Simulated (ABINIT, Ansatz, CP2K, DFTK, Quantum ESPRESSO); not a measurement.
The band gap of InP, sorted by core time

It takes space group F-43m (No. 216, cubic). The conventional cell has a = 5.861 Å, b = 5.861 Å, c = 5.861 Å, α = 90.00°, β = 90.00°, γ = 90.00°. Around In (site symmetry -43m) lie 4 P at 2.54 Å. P (site symmetry -43m) is surrounded by 4 In at 2.54 Å.

```tsv
rung	level	program and potentials	cutoff (eV)	k mesh	task	spin	core time	chip	band gap (eV)	miss (eV)	notes
GGA	PBEsol	Ansatz, all-electron LAPW, inner shells corrected to Dirac's equation	-	8 × 8 × 8	band structure	off	21 s	Arm Neoverse V1	0.61	-0.81	-
hybrid	PBE0	Ansatz, PAW datasets made for the crystal	270	4 × 4 × 4	single point	off	49 s	Arm Neoverse N1	2.20	+0.78	coarse mesh
GGA	PBE	CP2K, GTH_POTENTIALS In GTH-PADE-q13, P GTH-PADE-q5; DZVP-MOLOPT-SR-GTH basis	-	8 × 8 × 8	band structure	off	65 s	Intel Xeon Platinum 8259CL Skylake/Cascade Lake	0.64	-0.78	atomic basis; potentials made for LDA
GGA	PBE	CP2K, GTH_POTENTIALS In GTH-PBE-q13, P GTH-PBE-q5; DZVP-MOLOPT-SR-GTH basis	-	8 × 8 × 8	band structure	off	69 s	Intel Xeon Platinum 8259CL Skylake/Cascade Lake	0.68	-0.74	atomic basis
GGA	PBE	CP2K, POTENTIAL_UZH In GTH-PBE0-q13, P GTH-PBE0-q5; DZVP-MOLOPT-SR-GTH basis	-	8 × 8 × 8	band structure	off	76 s	Intel Xeon Platinum 8259CL Skylake/Cascade Lake	0.76	-0.66	atomic basis
GGA	PBEsol	DFTK, PseudoDojo SR PBEsol 0.4.1 standard (PBEsol)	952	8 × 8 × 8	single point	off	2.7 min	Intel Xeon 6975P-C Granite Rapids	0.61	-0.81	-
GGA	BLYP	ABINIT, JTH PAW PBE v2.0	599	8 × 8 × 8	band structure	SOC, no magnetisation	5.7 min	Arm Neoverse V2	(a)	?	potentials made for PBE
GGA	PBE	Quantum ESPRESSO, PseudoDojo 0.4 FR PBE standard	952	8 × 8 × 8	band structure	SOC, no magnetisation	8.2 min	Arm Neoverse V1	0.68	-0.74	-
```

Times are single runs on shared hosts and different chips, so they are rough; meshes, cutoffs and the tasks' sizes weigh on the time. Gaps are the least found on the k mesh or the band path, and a mesh can miss the band edges. The cell comes from a database and isn't always the measured one. Meshes differ between rows, which moves values too. All levels ran on this one cell, unrelaxed unless noted. Meshes are those of the run's cell of 2 atoms unless a note names another. Misses use the values as printed. Runs on faulty files, with rough fits or with known faults for this quantity aren't shown.

Measured: 1.42 eV (arxiv:cond-mat/0006134). The runs are for a static lattice.

Question: Estimate the value left out from the other rows.

Answer: (a) 0.56 eV, miss -0.86.
